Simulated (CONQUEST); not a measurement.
Crystal: SnO2 (Cassiterite).

```
CELL_PARAMETERS angstrom
3.18650 0.00000 0.00000
0.00000 4.73800 0.00000
0.00000 0.00000 4.73800
ATOMIC_POSITIONS crystal
Sn 0.49746 0.50951 0.49864
Sn 0.99823 0.00615 0.00976
O 0.50555 0.19471 0.19258
O 0.00342 0.69922 0.30269
O 0.50986 0.81229 0.79193
O 0.98763 0.30649 0.69155
```

The cell isn't the ideal one: atoms moved at random, drawn with an rms of 0.05 Å.

Base run:

```yaml
Program: CONQUEST 1.3
Functional: PBE
Potentials_or_basis: PseudoDojo NC PBE, SZP, grid cutoff 150 Ha
k_mesh: 8 × 6 × 6
Occupations: fermi-dirac, width 0.05 eV
Spin: no spin polarisation
```

Its results: band gap on the k mesh 0.81 eV, direct; pressure 21.5 GPa; largest force 2.021 eV/Å.

**Question.** The run is repeated on the same cell with these changes: potentials or basis from PseudoDojo NC PBE, SZP, grid cutoff 150 Ha to PseudoDojo NC PBE, DZP, grid cutoff 150 Ha. What comes out?

**Answer.** Band gap on the k mesh 0.92 eV, direct; pressure 17.7 GPa; largest force 1.925 eV/Å.

Caveats: spin-orbit coupling is left out, which moves the levels of the heavy elements; the basis of atomic orbitals isn't converged, which shifts pressures, moduli and gaps; the atomic basis is small (some runs).

A k mesh can miss the band edges.
